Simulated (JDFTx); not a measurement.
Wanted: the native input for a JDFTx 1.7.0 (patched build) run.

* Task: density of states
* Functional: PBE
* Potentials or basis: PseudoDojo-SR-PBE-0.5-standard with smoothed tails
* Cutoff: 1225 eV
* Density cutoff: 4898 eV
* k mesh: 13 × 13 × 13
* Occupations: fermi-dirac, width 0.05 eV
* Spin: collinear spin, ferromagnetic start
* Starting moments: [3.0] μB
* Hubbard terms: Fe d U = 8 eV
* DOS broadening: 0.002 Ha
* Local potential set to -Z/r beyond: 6 bohr
* Density cutoff over wavefunction cutoff: 4
* Max SCF steps: 100
* SCF threshold on the energy: 1e-08 Ha
* Solver of the electrons: scf
* Further solve for the empty bands: yes
* Hubbard projectors: atomic pseudo-orbitals, not orthogonalised

Fe:

```
Fe
1.0
    -1.44300    1.44300    1.44300
     1.44300   -1.44300    1.44300
     1.44300    1.44300   -1.44300
Fe
1
Direct
  0.00000 0.00000 0.00000
```

These files were run (other wordings do the same):

Fe.in

```
lattice \
   -1.4430000000     1.4430000000     1.4430000000 \
    1.4430000000    -1.4430000000     1.4430000000 \
    1.4430000000     1.4430000000    -1.4430000000
latt-scale 1.889726124626 1.889726124626 1.889726124626
coords-type Lattice
ion Fe     0.0000000000     0.0000000000     0.0000000000 1

ion-species pseudo/Fe.upf
elec-cutoff 45
elec-ex-corr gga-PBE
kpoint-folding 13 13 13
elec-smearing Fermi 0.0018374661
elec-n-bands 15
spintype z-spin
initial-magnetic-moments Fe 3
elec-initial-magnetization 3 no
add-U Fe d 0.293995
electronic-SCF nIterations 100 energyDiffThreshold 1e-08
electronic-minimize nIterations 30 energyDiffThreshold 1e-7
converge-empty-states yes
forces-output-coords Cartesian
density-of-states Esigma 0.002 \
  Total \
  OrthoOrbital Fe 1 1s \
  OrthoOrbital Fe 1 2s \
  OrthoOrbital Fe 1 p \
  OrthoOrbital Fe 1 d

dump-name run.$VAR
dump End Ecomponents EigStats BandEigs Kpoints Forces Stress DOS
```

Potentials or basis: PseudoDojo-SR-PBE-0.5-standard with smoothed tails.

The run is started by

```console
$ jdftx -c 1 -i Fe.in -o Fe.out
```

It gave:

| Property | Result |
| --- | --- |
| Pressure | 24.6 GPa |
| Band gap on the k mesh | none (metal or under the smearing width) |
| Net moment | 2.68 μB per cell |
| Absolute moment | 2.74 μB per cell |
| Site moments | Fe +2.75 μB |

Caveat: the U is typed as a test and isn't derived for this compound.

Wall time 100 s on 1 thread of Arm Neoverse V1, with other jobs on the host, peak memory 0.14 GiB.
